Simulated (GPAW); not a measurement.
Cl:

```
Cl
1.0
     3.14500   -2.25000    0.00000
     3.14500    2.25000    0.00000
     0.00000    0.00000    8.21000
Cl
4
Direct
  0.37000 0.63000 0.40000
  0.13000 0.87000 0.90000
  0.63000 0.37000 0.60000
  0.87000 0.13000 0.10000
```

```yaml
Program: GPAW 26.7.0
Task: relaxation of cell and atoms
Functional: PBEsol
Potentials_or_basis: PAW data sets generated in the run's folder for this functional
Cutoff: 600 eV
Basis: pw
k_mesh: 5 × 5 × 3
Occupations: fermi-dirac, width 0.05 eV
Spin: no spin polarisation
```

At the start: pressure -0.9 GPa; volume 29.05 Å³/atom.

Problem. Where does the relaxation end?

Solution. Over 23 steps the energy falls by 27.0 meV/atom and the volume is 26.20 Å³/atom (-9.8 %); space group Cmce (No. 64, to 0.05 Å).

The path:
```csv
step,energy change (eV),largest force (eV/Å),pressure (GPa),volume (Å³)
1,0.0000,0.1229,-0.86,116.19
2,-0.0022,0.0974,-0.72,116.00
3,-0.0084,0.2551,-0.23,114.98
4,-0.0140,0.3647,0.02,113.98
5,-0.0353,0.6125,0.76,109.44
6,-0.0478,0.5310,1.00,106.05
7,-0.0602,0.2680,0.44,105.91
8,-0.0656,0.0617,-0.18,106.41
9,-0.0660,0.0699,-0.22,106.11
10,-0.0673,0.1097,-0.30,105.52
11,-0.0709,0.1931,-0.39,104.13
12,-0.0778,0.2729,-0.41,101.79
13,-0.0841,0.2603,-0.29,99.94
14,-0.0887,0.1564,-0.09,99.91
15,-0.0914,0.0194,0.22,100.45
16,-0.0916,0.0218,0.18,100.49
17,-0.0922,0.0451,0.08,100.60
18,-0.0940,0.0858,-0.06,100.97
19,-0.0975,0.1309,-0.24,101.81
20,-0.1018,0.1456,-0.34,103.03
21,-0.1059,0.1019,-0.27,104.14
22,-0.1079,0.0223,-0.07,104.74
23,-0.1081,0.0030,-0.01,104.78
```

Final structure:
```cif
data_structure
_symmetry_space_group_name_H-M 'P 1'
_symmetry_Int_Tables_number 1
_cell_length_a 3.9120
_cell_length_b 3.9120
_cell_length_c 7.9695
_cell_angle_alpha 89.999
_cell_angle_beta 90.001
_cell_angle_gamma 59.217
_cell_volume 104.78
loop_
_atom_site_label
_atom_site_type_symbol
_atom_site_fract_x
_atom_site_fract_y
_atom_site_fract_z
_atom_site_occupancy
Cl1 Cl 0.37134 0.62866 0.38829 1
Cl2 Cl 0.12858 0.87142 0.88828 1
Cl3 Cl 0.62866 0.37134 0.61171 1
Cl4 Cl 0.87142 0.12858 0.11172 1
```

Caveat: later steps reuse the first step's grids.
